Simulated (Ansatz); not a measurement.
**CuO in Ansatz: the effect of functional**

Crystal: CuO.

```
Cu O
1.0
     4.16094    0.00000    0.00000
     0.00000    4.16094    0.00000
     0.00000    0.00000    3.88764
Cu O
3 3
Direct
  0.50000 0.00000 0.50000
  0.00000 0.50000 0.50000
  0.00000 0.00000 0.00000
  0.00000 0.00000 0.50000
  0.50000 0.00000 0.00000
  0.00000 0.50000 0.00000
```

Measurements of this composition are mostly on another form, of space group No. 15.

Alike in all runs:

```yaml
Program: Ansatz 0.2.0
Task: projected density of states
Potentials_or_basis: Ansatz PAW
k_mesh: 7 × 7 × 7
Occupations: fermi-dirac, width 0.05 eV
Spin: no spin polarisation
```

```tsv
functional	cutoff	pressure (GPa)
LDA	420 eV (not typed: the program's choice for these potentials)	-11.5
PBEsol	420 eV (not typed: the program's choice for these potentials)	-5.5
RPBE	420 eV (not typed: the program's choice for these potentials)	?
revPBE	420 eV (not typed: the program's choice for these potentials)	5.3
BLYP	420 eV (not typed: the program's choice for these potentials)	7.5
r2SCAN	500 eV (not typed: the program's choice for these potentials)	-4.8
```

Question: What does the run with functional RPBE give?

Answer: Pressure 6.7 GPa.

Caveats: an odd number of electrons without spin polarisation forces a metal; a magnetic or distorted state may lie lower; the run has no spin polarisation, though such a crystal can be magnetic; semilocal functionals often make such compounds metallic where correlation or magnetic order opens a gap, which also shifts bond lengths; the PAW data sets come from PBE, with cores solved anew for the run's functional, which leaves a small shift of forces and pressure.

Runs at the PBE level aren't shown here.
